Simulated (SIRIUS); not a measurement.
# SiC (Moissanite 3C) (F-43m) in SIRIUS: reference runs

How does SiC (Moissanite 3C) come out in PBEsol? The cell is run as given.

All numbers are computed with SIRIUS 7.10.0; they aren't measurements. Logs are shortened: lines on timing, memory, paths and dates and some standing lists are left out, and cuts for length are marked. The log counts tension as positive stress, the text compression.

**The experiment to reproduce.**

“Insight into the structural, elastic and electronic properties of a new orthorhombic 6O-SiC polytype”, 2020, pmc:7200658 quotes, for a bulk crystal of SiC: band gap 2.4 eV (indirect).

How close the calculation comes is told below.

## Step 1: Starting point

It takes space group F-43m (No. 216, cubic). Conventional cell: a = 4.358 Å, b = 4.358 Å, c = 4.358 Å, α = 90.00°, β = 90.00°, γ = 90.00°. Around Si (site symmetry -43m) lie 4 C at 1.89 Å. C (site symmetry -43m) has 4 Si at 1.89 Å as nearest neighbours.

## Step 2: Single point, PBEsol

sirius.json reads:

```json
{
  "control": {
    "processing_unit": "cpu",
    "verbosity": 2,
    "num_bands_to_print": 10,
    "print_forces": true,
    "print_stress": true
  },
  "parameters": {
    "electronic_structure_method": "pseudopotential",
    "xc_functionals": ["XC_GGA_X_PBE_SOL", "XC_GGA_C_PBE_SOL"],
    "gk_cutoff": 9.1,
    "pw_cutoff": 18.2,
    "ngridk": [10, 10, 10],
    "shiftk": [0, 0, 0],
    "smearing": "fermi_dirac",
    "smearing_width": 0.0018374661,
    "num_bands": 10,
    "num_mag_dims": 0,
    "num_dft_iter": 100,
    "energy_tol": 1e-08,
    "density_tol": 1e-06
  },
  "iterative_solver": {
    "type": "davidson",
    "min_tolerance": 1e-09,
    "tolerance_scale": [0.1, 0.25]
  },
  "mixer": {
    "type": "anderson",
    "beta": 0.7,
    "max_history": 8
  },
  "settings": {
    "tol_ne": 1e-10,
    "pseudo_grid_cutoff": 6.5
  },
  "unit_cell": {
    "lattice_vectors": [
      [0.0, 0.707106781187, 0.707106781187],
      [0.707106781187, 0.0, 0.707106781187],
      [0.707106781187, 0.707106781187, 0.0]
    ],
    "lattice_vectors_scale": 5.8233258895,
    "atom_coordinate_units": "lattice",
    "atom_types": ["Si", "C"],
    "atom_files": {
      "C": "C.json",
      "Si": "Si.json"
    },
    "atoms": {
      "Si": [
        [0.0, 0.0, 0.0]
      ],
      "C": [
        [0.75, 0.75, 0.75]
      ]
    }
  }
}
```

Potentials or basis: PseudoDojo 0.4.1 PBEsol standard (scalar relativistic).

Started as:

```sh
$ upf_to_json C.upf
$ upf_to_json Si.upf
$ OMP_NUM_THREADS=1 sirius.scf --input=sirius.json --output=out.json --task=0
```

Standard output:

```text
[info] SIRIUS version : 7.10.0
[info] number of MPI ranks           : 1
[info] MPI grid                      : 1 1
[info] maximum number of OMP threads : 1
[fft] FFT context for density and potential
[fft] =====================================
[fft]   comm size                             : 1
[fft]   plane wave cutoff                     : 18.2
[fft]   grid size                             : 36 36 36   total : 46656
[fft]   grid limits                           : -17 18   -17 18   -17 18
[fft]   number of G-vectors within the cutoff : 7106
[fft]   local number of G-vectors             : 7106
[fft]   number of G-shells                    : 413
[fft] FFT context for coarse grid
[fft] =====================================
[fft]   comm size                             : 1
[fft]   plane wave cutoff                     : 18.2
[fft]   grid size                             : 36 36 36   total : 46656
[fft]   grid limits                           : -17 18   -17 18   -17 18
[fft]   number of G-vectors within the cutoff : 7106
[fft]   local number of G-vectors             : 7106
[fft]   number of G-shells                    : 413
[unit cell] lattice vectors
[unit cell]   a1 :       0.0000000000      4.1177132255      4.1177132255
[unit cell]   a2 :       4.1177132255      0.0000000000      4.1177132255
[unit cell]   a3 :       4.1177132255      4.1177132255      0.0000000000
[unit cell] reciprocal lattice vectors
[unit cell]   b1 :      -0.7629459561      0.7629459561      0.7629459561
[unit cell]   b2 :       0.7629459561     -0.7629459561      0.7629459561
[unit cell]   b3 :       0.7629459561      0.7629459561     -0.7629459561
[unit cell] unit cell volume :       139.63628550 [a.u.^3]
[unit cell] 1/sqrt(omega)    :         0.08462542
[unit cell] MT volume        :         0.00000000 ( 0.00%)
[unit cell] IT volume        :       139.63628550 (100.00%)
[unit cell] number of atom types : 2
[unit cell] type id : 0 symbol : Si mt_radius :  15.090000 num_atoms : 1
[unit cell] type id : 1 symbol :  C mt_radius :  12.470000 num_atoms : 1
[unit cell] total number of atoms : 2
[unit cell] number of symmetry classes : 2
[unit cell] number of PAW atoms : 0
[unit cell] atom id  type id  class id             position                      vector_field
[unit cell] ------------------------------------------------------------------------------------------
[unit cell]      0        0        0      0.00000   0.00000   0.00000      0.00000   0.00000   0.00000
[unit cell]      1        1        1      0.75000   0.75000   0.75000      0.00000   0.00000   0.00000
[unit cell] atom id         position (Cartesian, a.u.)
[unit cell] ---------------------------------------------
[unit cell]      0       0.000000    0.000000    0.000000
[unit cell]      1       6.176570    6.176570    6.176570
[unit cell] class id : 0 atom id : 0
[unit cell] class id : 1 atom id : 1
[unit cell] minimum bond length:     3.566044
[unit cell] total number of pseudo wave-functions: 8
[sym] space group number   : 216
[sym] international symbol : F-43m
[sym] Hall symbol          : F -4 2 3
[sym] space group transformation matrix :
[sym]   0.0000  0.5000  0.5000
[sym]  -0.5000 -0.5000  0.0000
[sym]   0.5000  0.0000  0.5000
[sym] space group origin shift :
[sym]   0.0000  0.0000  0.0000
[sym] number of space group operations  : 24
[sym] number of magnetic group operations : 24
[sym] metric tensor error: 0.0000e+00
[sym] rotation matrix error: 3.3307e-16
[sym] symmetry operations
[... 213 lines left out ...]
[find] | SCF iteration   4 out of 100|
[diagonalize] iterative solver tolerance (occupied, empty): 3.52282e-05 3.52282e-05
[... 46 lines left out ...]
[find] Total energy                   :     -10.25611643 (Ha),     -20.51223286 (Ry)
[find] Free energy (E-TS)             :     -10.25611643 (Ha),     -20.51223286 (Ry)
[find] band gap (eV)                  :       1.24036125
[find] Efermi                         :       0.37036985
[find] iteration : 9, RMS : 2.468773337083e-07, energy difference : -2.344282989952e-09
[find] Hartree energy of density residual : 2.345971076640e-12
[find] | SCF iteration  10 out of 100|
[diagonalize] iterative solver tolerance (occupied, empty): 7.86881e-09 7.86881e-09
[diagonalize] average number of iterations: 2.59574
[find] Total energy                   :     -10.25611643 (Ha),     -20.51223286 (Ry)
[find] Free energy (E-TS)             :     -10.25611643 (Ha),     -20.51223287 (Ry)
[find] band gap (eV)                  :       1.24034313
[find] Efermi                         :       0.37037015
[find] iteration : 10, RMS : 4.808524456941e-08, energy difference : -4.821600896321e-10
[find] Hartree energy of density residual : 1.670602269762e-13
[find] bands are converged : true
[find] iterative solver converged : false
[find] +------------------------------+
[find] | SCF iteration  11 out of 100|
[find] +------------------------------+
[diagonalize] iterative solver tolerance (occupied, empty): 1.9672e-09 1.9672e-09
[diagonalize] average number of iterations: 2.3617
[diagonalize] Lowest band energies
[diagonalize] ik:    0   -0.220323    0.346869    0.346869    0.346869    0.573774    0.612808    0.612808    0.612808    0.878619    0.943252
[diagonalize] ik:    1   -0.213118    0.309472    0.341895    0.341895    0.583118    0.621764    0.621764    0.623060    0.842922    0.842922
[diagonalize] ik:    2   -0.191812    0.231058    0.330504    0.330504    0.572177    0.634896    0.634896    0.667021    0.818197    0.818197
[diagonalize] ik:    3   -0.157670    0.145560    0.318801    0.318801    0.557140    0.629621    0.629621    0.701853    0.848238    0.848238
[diagonalize] ik:    4   -0.115246    0.069460    0.310715    0.310715    0.547269    0.615598    0.615598    0.711496    0.917670    0.918447
[diagonalize] ...
[diagonalize] ik:   42   -0.037991    0.085358    0.139235    0.234881    0.500170    0.661792    0.729514    0.763218    0.826195    0.930287
[diagonalize] ik:   43   -0.031304    0.066140    0.204969    0.205576    0.436083    0.543259    0.806205    0.852323    0.860925    1.021410
[diagonalize] ik:   44   -0.054743    0.097976    0.166759    0.217751    0.524310    0.647301    0.667199    0.796347    0.835664    0.955349
[diagonalize] ik:   45   -0.035074    0.084835    0.154760    0.203367    0.532936    0.655547    0.707050    0.738048    0.844155    0.963291
[diagonalize] ik:   46   -0.026259    0.083421    0.168296    0.176393    0.515848    0.639714    0.712334    0.755385    0.864998    0.986636
[find] Charges and magnetic moments
[find] --------------------------------------------------------------------------------
[find] total charge          : 8.000000
[find] Energy
[find] --------------------------------------------------------------------------------
[find] valence_eval_sum               :       1.03494143
[find] <rho|V^{XC}>                   :      -4.07394243
[find] <rho|E^{XC}>                   :      -3.75331583
[find] <mag|B^{XC}>                   :       0.00000000
[find] <rho|V^{H}>                    :       2.29214754
[find] one-electron contribution      :       2.81673632 (Ha),       5.63347265 (Ry)
[find] hartree contribution           :       1.14607377
[find] xc contribution                :      -3.75331583
[find] ewald contribution             :     -10.46561088
[find] PAW contribution               :       0.00000000
[find] smearing (-TS)                 :      -0.00000000
[find] SCF correction                 :       0.00000019
[find] Total energy                   :     -10.25611643 (Ha),     -20.51223286 (Ry)
[find] Free energy (E-TS)             :     -10.25611643 (Ha),     -20.51223287 (Ry)
[find] band gap (eV)                  :       1.24034653
[find] Efermi                         :       0.37037014
[find] iteration : 11, RMS : 2.184654927958e-08, energy difference : -8.095213388515e-11
[find] Hartree energy of density residual : 2.768542472995e-14
[find] bands are converged : false
[find] iterative solver converged : true
[find] converged after 12 SCF iterations!
[find] Charges and magnetic moments
[find] --------------------------------------------------------------------------------
[find] total charge          : 8.000000
[find] Energy
[find] --------------------------------------------------------------------------------
[find] valence_eval_sum               :       1.03494143
[find] <rho|V^{XC}>                   :      -4.07394243
[find] <rho|E^{XC}>                   :      -3.75331583
[find] <mag|B^{XC}>                   :       0.00000000
[find] <rho|V^{H}>                    :       2.29214754
[find] one-electron contribution      :       2.81673632 (Ha),       5.63347265 (Ry)
[find] hartree contribution           :       1.14607377
[find] xc contribution                :      -3.75331583
[find] ewald contribution             :     -10.46561088
[find] PAW contribution               :       0.00000000
[find] smearing (-TS)                 :      -0.00000000
[find] SCF correction                 :       0.00000019
[find] Total energy                   :     -10.25611643 (Ha),     -20.51223286 (Ry)
[find] Free energy (E-TS)             :     -10.25611643 (Ha),     -20.51223287 (Ry)
[find] band gap (eV)                  :       1.24034653
[find] Efermi                         :       0.37037014
[ground_state] === stress tensor components [kbar] ===
[ground_state] === stress_kin ===
[ground_state] -8243.706354    0.000000    0.000000
[ground_state]     0.000000-8243.706354   -0.000000
[ground_state]     0.000000   -0.000000-8243.706354
[ground_state] === stress_har ===
[ground_state]  -804.916140    0.000000    0.000000
[ground_state]     0.000000 -804.916140   -0.000000
[ground_state]     0.000000   -0.000000 -804.916140
[ground_state] === stress_ewald ===
[ground_state]  7350.259074   -0.000000    0.000000
[ground_state]    -0.000000 7350.259074    0.000000
[ground_state]     0.000000    0.000000 7350.259074
[ground_state] === stress_vloc ===
[ground_state]   571.948773   -0.000000    0.000000
[ground_state]    -0.000000  571.948773    0.000000
[ground_state]     0.000000    0.000000  571.948773
[ground_state] === stress_xc ===
[ground_state]   680.270349   -0.000000   -0.000000
[ground_state]    -0.000000  680.270349    0.000000
[ground_state]    -0.000000    0.000000  680.270349
[ground_state] === stress_core ===
[ground_state]  1609.714371   -0.000000   -0.000000
[ground_state]    -0.000000 1609.714371    0.000000
[ground_state]    -0.000000    0.000000 1609.714371
[ground_state] === stress_nonloc ===
[ground_state] -1162.273294    0.000000    0.000000
[ground_state]     0.000000-1162.273294   -0.000000
[ground_state]     0.000000   -0.000000-1162.273294
[ground_state] === stress_us_nl ===
[ground_state] -1162.273294    0.000000    0.000000
[ground_state]     0.000000-1162.273294   -0.000000
[ground_state]     0.000000   -0.000000-1162.273294
[ground_state] === stress_total ===
[ground_state]     1.296780   -0.000000    0.000000
[ground_state]    -0.000000    1.296780    0.000000
[ground_state]     0.000000    0.000000    1.296780
[ground_state] ==== total Forces in Ha/bohr =====
[ground_state] atom:    0, force:      -0.0000000     -0.0000000      0.0000000
[ground_state] atom:    1, force:      -0.0000000     -0.0000000      0.0000000
[ground_state] ==== ultrasoft contribution from Qij =====
[ground_state] atom:    0, force:       0.0000000      0.0000000      0.0000000
[ground_state] atom:    1, force:       0.0000000      0.0000000      0.0000000
[ground_state] ==== non-local contribution from Beta-projector =====
[ground_state] atom:    0, force:       0.0000000      0.0000000      0.0000000
[ground_state] atom:    1, force:      -0.0000000     -0.0000000      0.0000000
[ground_state] ==== contribution from local potential =====
[ground_state] atom:    0, force:       0.0000000     -0.0000000      0.0000000
[ground_state] atom:    1, force:       0.0000000      0.0000000     -0.0000000
[ground_state] ==== contribution from core density =====
[ground_state] atom:    0, force:       0.0000000      0.0000000      0.0000000
[ground_state] atom:    1, force:       0.0000000      0.0000000      0.0000000
[ground_state] ==== Ewald forces from ions =====
[ground_state] atom:    0, force:      -0.0000000     -0.0000000      0.0000000
[ground_state] atom:    1, force:      -0.0000000     -0.0000000      0.0000000
[~DFT_ground_state] local op. applied: 13974
[~DFT_ground_state] evp. work count: 6089.46
[~DFT_ground_state] number of iterative solver steps: 1648
```

Run time: 16 s. Hardware: 1 thread of Arm Neoverse V2, shared host; peak memory 0.23 GiB.

What came out:

- Free energy: -279.0831 eV
- Pressure: -0.1 GPa
- Band gap on the k mesh: 1.24 eV

## Step 3: Comparison with measurements

Step 2. A measured gap of SiC is 2.4 eV (indirect; quoted in “Insight into the structural, elastic and electronic properties of a new orthorhombic 6O-SiC polytype”, 2020, pmc:7200658); the calculated 1.24 eV misses it by -1.16 eV. 2 values of this kind are on record in papers (2.39 to 2.4 eV); this one was drawn at random among those near their median. The value is that of PBEsol on a finite k mesh, which can miss the band edges, without temperature or zero-point motion. Semilocal functionals fall short of measured gaps as a rule.
